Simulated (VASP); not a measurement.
A run of VASP 6.6.1 is set up as follows.

INCAR

```
PREC = Normal
ENCUT = 450
EDIFF = 1E-7
ISMEAR = 0
SIGMA = 0.01
LREAL = Auto
LASPH = True
NELM = 80
ALGO = Normal
ISIF = 2
LWAVE = False
LCHARG = False
GGA = PE
NBANDS = 166
ICORELEVEL = 1
KPAR = 2
NCORE = 1
```

KPOINTS

```
Automatic mesh
0
Monkhorst-Pack
  2 2 2
```

The input POSCAR:

```
AlN
1.0
   -6.2557320000     -5.4176240000     -5.0159260000
    6.2557320000      5.4176240000     -5.0159260000
    6.2557320000     -5.4176240000      5.0159260000
Al N
32 32
Direct
    0.0836837500      0.6253503800      0.7083331200
    0.8336837500      0.5003503800      0.3333331200
    0.0836837500      0.8753503800      0.9583331200
    0.8336837500      0.7503503800      0.5833331200
    0.0836837500      0.1253503700      0.2083331200
    0.5836837500      0.6253503800      0.2083331200
    0.8336837500      0.0003503700      0.8333331200
    0.3336837500      0.5003503800      0.8333331200
    0.0836837500      0.3753503800      0.4583331200
    0.5836837500      0.8753503800      0.4583331200
    0.8336837500      0.2503503800      0.0833331300
    0.3336837500      0.7503503800      0.0833331300
    0.5836837500      0.1253503700      0.7083331200
    0.3336837500      0.0003503800      0.3333331200
    0.5836837500      0.3753503800      0.9583331200
    0.3336837500      0.2503503700      0.5833331200
    0.4170172500      0.0003506300      0.9166668800
    0.1670172500      0.8753506200      0.5416668800
    0.4170172500      0.2503506300      0.1666668800
    0.1670172500      0.1253506300      0.7916668800
    0.4170172500      0.5003506300      0.4166668800
    0.9170172500      0.0003506300      0.4166668800
    0.1670172500      0.3753506300      0.0416668800
    0.6670172500      0.8753506200      0.0416668800
    0.4170172500      0.7503506200      0.6666668800
    0.9170172500      0.2503506300      0.6666668800
    0.1670172500      0.6253506300      0.2916668800
    0.6670172500      0.1253506200      0.2916668800
    0.9170172500      0.5003506300      0.9166668800
    0.6670172500      0.3753506300      0.5416668800
    0.9170172500      0.7503506200      0.1666668700
    0.6670172500      0.6253506300      0.7916668800
    0.3929827500      0.9346493800      0.7083331200
    0.1429827500      0.8096493800      0.3333331200
    0.3929827500      0.1846493800      0.9583331200
    0.1429827500      0.0596493800      0.5833331200
    0.3929827500      0.4346493800      0.2083331200
    0.8929827500      0.9346493800      0.2083331200
    0.1429827500      0.3096493800      0.8333331200
    0.6429827500      0.8096493800      0.8333331200
    0.3929827500      0.6846493800      0.4583331200
    0.8929827500      0.1846493800      0.4583331200
    0.1429827500      0.5596493800      0.0833331300
    0.6429827500      0.0596493800      0.0833331300
    0.8929827500      0.4346493800      0.7083331200
    0.6429827500      0.3096493800      0.3333331200
    0.8929827500      0.6846493800      0.9583331200
    0.6429827500      0.5596493800      0.5833331200
    0.2263162500      0.8096496200      0.9166668800
    0.9763162500      0.6846496200      0.5416668800
    0.2263162500      0.0596496300      0.1666668800
    0.9763162500      0.9346496200      0.7916668800
    0.2263162500      0.3096496300      0.4166668800
    0.7263162500      0.8096496200      0.4166668800
    0.9763162500      0.1846496300      0.0416668800
    0.4763162500      0.6846496200      0.0416668800
    0.2263162500      0.5596496300      0.6666668800
    0.7263162500      0.0596496300      0.6666668800
    0.9763162500      0.4346496200      0.2916668800
    0.4763162500      0.9346496200      0.2916668800
    0.7263162500      0.3096496300      0.9166668800
    0.4763162500      0.1846496300      0.5416668800
    0.7263162500      0.5596496200      0.1666668700
    0.4763162500      0.4346496300      0.7916668800
```

Potentials or basis: VASP PAW PBE potentials, release 64 (Al, N).

The run is started by

```sh
$ cat potpaw_PBE.64/Al/POTCAR potpaw_PBE.64/N/POTCAR > POTCAR
$ mpirun -np 2 vasp_std > vasp.out
```

Question: Predict the largest force.

Answer: 0.005 eV/Å.

Core levels (eV, on the scale of the bands):
| atom | levels |
| --- | --- |
| 1 Al | 1s -1497.3, 2s -94.7, 2p -56.1 |
| 2 Al | 1s -1497.3, 2s -94.7, 2p -56.1 |
| 3 Al | 1s -1497.3, 2s -94.7, 2p -56.1 |
| 4 Al | 1s -1497.3, 2s -94.7, 2p -56.1 |
| 5 Al | 1s -1497.3, 2s -94.7, 2p -56.1 |
| 6 Al | 1s -1497.3, 2s -94.7, 2p -56.1 |

Caveat: the k mesh is coarse (spacing up to 0.43 Å⁻¹), so the values aren't converged.
